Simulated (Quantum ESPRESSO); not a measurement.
The system is TiSe.

```
CELL_PARAMETERS angstrom
3.40340 0.00000 0.00000
0.00000 3.40340 0.00000
0.00000 0.00000 3.40340
ATOMIC_POSITIONS crystal
Ti 0.00000 0.00000 0.00000
Se 0.50000 0.50000 0.50000
```

The cell comes from a database or a generator and needn't be the stable form of this composition.

Base run:

| Quantity | Value |
| --- | --- |
| Program | Quantum ESPRESSO 7.5 |
| Functional | PBEsol |
| Potentials or basis | GBRV 1.5 PBEsol |
| Cutoff | 612 eV |
| Density cutoff | 4898 eV |
| k mesh | 6 × 6 × 6 |
| Occupations | gaussian, width 0.05 eV |
| Spin | collinear spin, ferromagnetic start |
| Starting moments | [2.0, 0.0] μB |
| Hubbard terms | Ti d U = 3 eV |

Its results: band gap on the k mesh 0.04 eV, direct; pressure -2.3 GPa; net moment 1.99 μB per cell; site moments Ti +1.71; Se -0.05 μB.

Problem. The run is repeated on the same cell with these changes: hubbard terms from Ti d U = 3 eV to Ti d U = 8 eV. What comes out?

Solution. Band gap on the k mesh 0.21 eV, direct; pressure 6.1 GPa; net moment 2.00 μB per cell; site moments Ti +1.77; Se -0.03 μB.

A k mesh can miss the band edges.
